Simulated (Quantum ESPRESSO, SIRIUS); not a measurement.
This is a calculation of Se (Selenium) for Quantum ESPRESSO 7.5. 

pw.in

```
&CONTROL
  calculation = 'scf'
  prefix = 'pwscf'
  outdir = './tmp'
  pseudo_dir = './pseudo'
  tprnfor = .true.
  tstress = .true.
  disk_io = 'low'
/
&SYSTEM
  ibrav = 0
  celldm(1) = 8
  nat = 3
  ntyp = 1
  ecutwfc = 45
  ecutrho = 360
  nbnd = 15
  occupations = 'smearing'
  smearing = 'fd'
  degauss = 0.00367493
/
&ELECTRONS
  conv_thr = 6d-10
  electron_maxstep = 120
  mixing_beta = 0.5
/
ATOMIC_SPECIES
Se    78.9710 se_pbesol_v1.uspp.F.UPF
CELL_PARAMETERS alat
  1.0313652756676   0.0000000000000   0.0000000000000
 -0.5156826378338   0.8931885293085   0.0000000000000
  0.0000000000000   0.0000000000000   1.1701184163683
ATOMIC_POSITIONS crystal
Se     0.7746000000    0.7746000000    0.0000000000
Se     0.0000000000    0.2254000000    0.6666666667
Se     0.2254000000    0.0000000000    0.3333333333
K_POINTS automatic
7 7 6 0 0 0
```

pp_density.in

```
&INPUTPP
  prefix = 'pwscf'
  outdir = './tmp'
  filplot = 'density.dat'
  plot_num = 0
/
&PLOT
  nfile = 1
  filepp(1) = 'density.dat'
  iflag = 3
  output_format = 6
  fileout = 'density.cube'
/
```

Contents of pp_potential.in:

```
&INPUTPP
  prefix = 'pwscf'
  outdir = './tmp'
  filplot = 'potential.dat'
  plot_num = 11
/
&PLOT
  nfile = 1
  filepp(1) = 'potential.dat'
  iflag = 3
  output_format = 6
  fileout = 'potential.cube'
/
```

Potentials or basis: GBRV 1.5 PBEsol.

Launch:

```sh
$ OMP_NUM_THREADS=1 mpirun -n 2 pw.x -nk 2 -in pw.in > pw.out
$ OMP_NUM_THREADS=1 mpirun -n 1 pp.x -in pp_density.in > pp_density.out
$ OMP_NUM_THREADS=1 mpirun -n 1 pp.x -in pp_potential.in > pp_potential.out
```

Problem. Translate it to SIRIUS 7.12.0. Potentials or basis there: all-electron FP-LAPW, apw+lo standard.

Solution. As run (cutoffs and basis follow the program's own potentials, and thresholds, step limits or extra output files can differ):

The input sirius.json:

```json
{
  "control": {
    "processing_unit": "cpu",
    "std_evp_solver_name": "lapack",
    "gen_evp_solver_name": "lapack",
    "verbosity": 2,
    "print_forces": true,
    "ortho_rf": true,
    "use_second_variation": true,
    "rmt_max": 3.0,
    "num_bands_to_print": 24,
    "save_wf": true
  },
  "parameters": {
    "electronic_structure_method": "full_potential_lapwlo",
    "xc_functionals": ["XC_GGA_X_PBE_SOL", "XC_GGA_C_PBE_SOL"],
    "core_relativity": "dirac",
    "valence_relativity": "iora",
    "num_fv_states": 44,
    "smearing": "fermi_dirac",
    "smearing_width": 0.0018374661,
    "pw_cutoff": 20,
    "gk_cutoff": 3.89,
    "lmax_apw": 10,
    "lmax_rho": 8,
    "lmax_pot": 8,
    "num_mag_dims": 0,
    "auto_rmt": 0,
    "ngridk": [7, 7, 6],
    "shiftk": [0, 0, 0],
    "num_dft_iter": 80,
    "energy_tol": 1e-07,
    "density_tol": 1e-05,
    "use_symmetry": true
  },
  "settings": {"tol_ne": 1e-10},
  "iterative_solver": {"type": "exact"},
  "mixer": {"type": "anderson", "beta": 0.5, "max_history": 8},
  "unit_cell": {
    "lattice_vectors": [[8.2509222053, 0.0, 0.0], [-4.1254611027, 7.1455082345, 0.0], [0.0, 0.0, 9.3609473309]],
    "atom_types": ["Se"],
    "atom_files": {"Se": "Se.json"},
    "atoms": {"Se": [[0.7746, 0.7746, 0.0], [0.0, 0.2254, 0.6666666667], [0.2254, 0.0, 0.3333333333]]}
  }
}
```

Potentials or basis: all-electron FP-LAPW, apw+lo standard.

Launch:

```bash
$ OMP_NUM_THREADS=1 sirius.scf --input=sirius_start.json --output=start.json
$ OMP_NUM_THREADS=1 sirius.scf --input=sirius.json --output=output.json --task=1
```

Both were run:

|  | Quantum ESPRESSO | SIRIUS |
| --- | --- | --- |
| Largest force | 0.296 eV/Å | 0.287 eV/Å |
